The lattice constant of diamond is the edge length of its cubic cell, which holds eight carbon atoms. For each row the energy was computed at several volumes, a smooth curve was laid through the energies, and the volume of lowest energy was turned into an edge length. The atoms stand still in such a calculation. The level of theory enters mainly through the functional, the formula used for the exchange and correlation energy of the electrons.

Cubic lattice constant of diamond from Kohn-Sham DFT with ABINIT 10.8.3 and FLEUR MaX-R8.1, for a two-atom cell without spin polarization or spin-orbit coupling and with Fermi-Dirac smearing of 0.05 eV. Each value comes from a fit to energies at seven (ABINIT) or five (FLEUR) volumes. The last column refers to the measured lattice constant of 3.567 Å.

| program | functional | how the value is got | potentials or basis | wave cutoff (eV) | k-mesh | computed lattice constant (Å) | computed over measured, less one (%) |
| --- | --- | --- | --- | --- | --- | --- | --- |
| ABINIT 10.8.3 (1) | LDA | from the rest volume of the fit | HGH LDA | 1088 | 13x13x13 | 3.534 | -0.94 |
| FLEUR MaX-R8.1 (later development tree) (1) | MJW | from the rest volume of the fit | all electron | n/a | 13x13x13 | 3.536 | -0.88 |
| FLEUR MaX-R8.1 (patched build s14) | BH | from the rest volume of the fit | all electron | n/a | 13x13x13 | 3.537 | -0.84 |
| ABINIT 10.8.3 (2) | WC | from the rest volume of the fit | JTH PAW PBE v2.0 | 544 | 13x13x13 | 3.553 | -0.38 |
| FLEUR MaX-R8.1 (later development tree) (2) | r2SCAN | from the rest volume of the fit | all electron | n/a | 13x13x13 | 3.560 | -0.20 |
| ABINIT 10.8.3 (3) | BP86+D3 | from the rest volume of the fit | JTH PAW PBE v2.0 | 544 | 13x13x13 | 3.565 | -0.04 |
| ABINIT 10.8.3 (4) | PBE | from the rest volume of the fit | JTH PAW PBE v2.0 | 707 | 13x13x13 | 3.570 | 0.09 |
| ABINIT 10.8.3 (5) | BLYP+D2 | from the rest volume of the fit | JTH PAW PBE v2.0 | 544 | 13x13x13 | 3.581 | 0.40 |
| ABINIT 10.8.3 (6) | rPW86PBE | from the rest volume of the fit | JTH PAW PBE v2.0 | 544 | 13x13x13 | 3.589 | 0.62 |
| FLEUR MaX-R8.1 (later development tree) (3) | BLYP | from the rest volume of the fit | all electron | n/a | 13x13x13 | 3.599 | 0.88 |

The simplest reading of the table is that the functional alone sets the lattice constant, whatever the program. The top three rows support it. They are three versions of the local density approximation (LDA), in which each point of the crystal is treated like a uniform electron gas of the same density. They differ in program, in the treatment of the inner electrons, in the exact formula and in the basis. The third row has a smaller basis than the second. The run itself gave no warning about this, but the data makers' tests on other systems suggest that such a basis is small for a fit of this kind. Yet the three rows agree to a few thousandths of an ångström. The whole table spans 0.065 Å, so most of what separates its rows probably comes from something larger than such details.

Theory gives a reason for much of the order. LDA binds atoms too strongly, because it undervalues the energy that electrons gain when their density is uneven, as it is in separate atoms. Functionals with gradient corrections give unevenness more credit. Pulling the atoms apart then costs less, and the bonds lengthen. WC, which was designed for solids, applies this correction gently and lies 0.017 Å above the mean of the LDA rows. PBE applies it more strongly and lies 0.034 Å above them. BLYP, whose ingredients were adjusted to atoms, goes further still and gives the longest cell in the table.

BLYP is also where the rule breaks. It appears twice, once alone and once with the correction D2, and the two lattice constants differ by 0.018 Å. That is several times the spread of the LDA rows and about as large as the whole step from LDA to WC. The row rPW86PBE, a different functional, even falls between the two. A reader who was told only that BLYP had been used could not say on which side of it the result would lie.

The natural suspect is D2 itself. It adds the weak attraction between atoms that arises from the correlated motion of their electrons, called dispersion, which BLYP lacks at long range. The correction is a sum over pairs of atoms, and its energy per atom is

$$E=-\frac{s\,C_6}{2}\sum_i \frac{f(r_i)}{r_i^6},$$

where $r_i$ is the distance to neighbour $i$, $C_6$ measures the strength of the attraction between two carbon atoms, and $s$ is a scale factor chosen for BLYP. The damping factor $f$ rises from zero at short range to one at long range, so that the correction stays out of the region where the functional already describes the bond.

In diamond this damping is nearly complete for bonded neighbours: about one ten-thousandth of the attraction is left at the bond distance. D2 therefore does not shorten the bond by pulling its two atoms together. Atoms a little farther away, where the damping is just fading, push outwards, because the energy gained from their attraction grows as they move apart. The many atoms beyond them pull inwards, and in the sum they win. The bond shortens because the crystal around it is squeezed.

A stiff spring under a small weight shows what such a squeeze does. The spring gives way by the load divided by its stiffness, and where the load comes from does not matter. For a crystal the load is a pressure $P$ and the stiffness is the bulk modulus $B$, the resistance to compression. The volume shrinks by the fraction $P/B$. Since the volume is the cube of the edge $a$, the edge shrinks by a third of that fraction:

$$\Delta a=-\frac{a\,P}{3B}.$$

The comparison holds only while the shift is small, because a real crystal stiffens as it is compressed.

The pressure follows from the pair sum. A small change of volume scales all distances alike, so the inward pressure is $P=\frac{1}{3V}\sum_i r_i\,\frac{\partial E}{\partial r_i}$, with $V$ the volume per atom. Summed over the neighbours in diamond, this gives about 5 GPa. The BLYP run without D2 supplies a bulk modulus of 407 GPa and an edge of 3.599 Å. The shortening is then $3.599\times5/(3\times407)$ Å, or between 0.01 and 0.02 Å.

The estimate thus has the right direction and the right size to account for the gap between the two BLYP rows. No constant in it was adjusted to that gap. The constants of D2 were, however, entered as rough recalled values, and the sum depends on where the damping fades, so only the order of magnitude should be trusted. The printed output after this text gives the sum and the differences used here.

The two BLYP rows differ in more than D2, and this limits the proof. They come from different programs, and the row with D2 describes the inner electrons with data made for PBE, not for BLYP. Its finite set of waves seems to do little harm, since the volume of zero stress and the volume of lowest energy give edges that agree to about 0.001 Å. This is only a rough check, because in the data makers' tests on other systems pressures computed with a fixed set of waves came out below the slope of the energies. The effect of the borrowed data is not tested. ABINIT also warned in this run, as in those with WC and BP86+D3, that the spheres around the atoms in which such data apply overlap. The PBE and rPW86PBE runs use the same data at the same volumes, so the overlap is to be expected there too. A BLYP run without D2, but with the same program and data, would settle how much of the gap belongs to dispersion, and the table has none.

The same gap in the evidence matters for BP86+D3, which carries a newer dispersion correction and comes closest to the measured value. By the argument above, its correction has probably shortened the cell too, but no row shows BP86 without it. The small error of −0.04 % therefore belongs to the pair of functional and correction. It cannot be credited to BP86 alone.

Nor does that small error show that the pair describes the static crystal best. Real atoms vibrate even at the lowest temperature, and this zero-point motion acts like another load on the spring, now directed outwards. Vibrations become softer when the crystal expands, so expansion lowers their energy. In diamond the light atoms and stiff bonds give the vibrations a high energy, but the same stiffness resists the expansion. What remains is roughly 0.35 % of the edge, a recalled value. The measured crystal contains this expansion, and the computed ones do not.

Taking it off the measured value leaves about 3.555 Å as a fair target for atoms at rest. Against this target WC is the closest row, though it too was run with data made for PBE, and r2SCAN is only a little farther off. PBE, which looked almost perfect, is about 0.4 % too long, and BP86+D3 about 0.3 % too long. Their good agreement with the measured edge comes in part from two errors that cancel: the functional makes the cell too long, and the missing vibrations make it too short. The exact figures shift with the assumed expansion. They also rest on a measured value that a program read out of published papers, and a few in a hundred of such values may be wrong. But an outward effect of this size always counts against the rows that already match the measurement.

For practical work the size of these errors is easiest to judge as a density. An error in the edge counts three times in the volume, so BLYP without a correction, 0.88 % too long against the measured edge, makes diamond about 2.6 % too light. Against the same measured edge, the error of the row with D2 is less than half as large. A quoted lattice constant should therefore name the dispersion correction along with the functional, and a comparison at the level of a few tenths of a per cent should also say whether zero-point motion has been allowed for.

The picture of load and stiffness also shows what to look for in a neighbouring case. An added attraction that reaches beyond the bonds shortens the cell if its net pressure is inward, and the same pressure shortens a soft crystal more than a stiff one. Diamond is among the stiffest solids known, and yet, by the estimate above, a pressure of about 5 GPa moves its lattice constant by nearly as much as the step from LDA to WC.

Printed output of the fit:

```
Spread of the three LDA-type rows, Å: 0.003
WC less mean of the LDA-type rows, Å: 0.01733
PBE less mean of the LDA-type rows, Å: 0.03433
BLYP less PBE, Å: 0.029
Longest less shortest lattice constant, Å: 0.065
BLYP less BLYP+D2, Å: 0.018
That gap over the LDA-type spread: 6
Share of the D2 attraction left at the bond distance: 9.588e-05
Estimated inward pressure of D2, GPa: 4.881
Estimated shortening by D2, Å: 0.01439
BLYP+D2: lattice constant at zero stress less that of the energy fit, Å: 0.001301
Measured value less rough zero-point expansion, Å: 3.555
Errors before and after the rough zero-point correction:
                                          row  measured %  static %
                            ABINIT 10.8.3 (1)       -0.94   -0.5772
  FLEUR MaX-R8.1 (later development tree) (1)       -0.88   -0.5209
           FLEUR MaX-R8.1 (patched build s14)       -0.84   -0.4928
                            ABINIT 10.8.3 (2)       -0.38  -0.04268
  FLEUR MaX-R8.1 (later development tree) (2)        -0.2    0.1542
                            ABINIT 10.8.3 (3)       -0.04    0.2949
                            ABINIT 10.8.3 (4)        0.09    0.4356
                            ABINIT 10.8.3 (5)         0.4     0.745
                            ABINIT 10.8.3 (6)        0.62    0.9701
  FLEUR MaX-R8.1 (later development tree) (3)        0.88     1.251
```
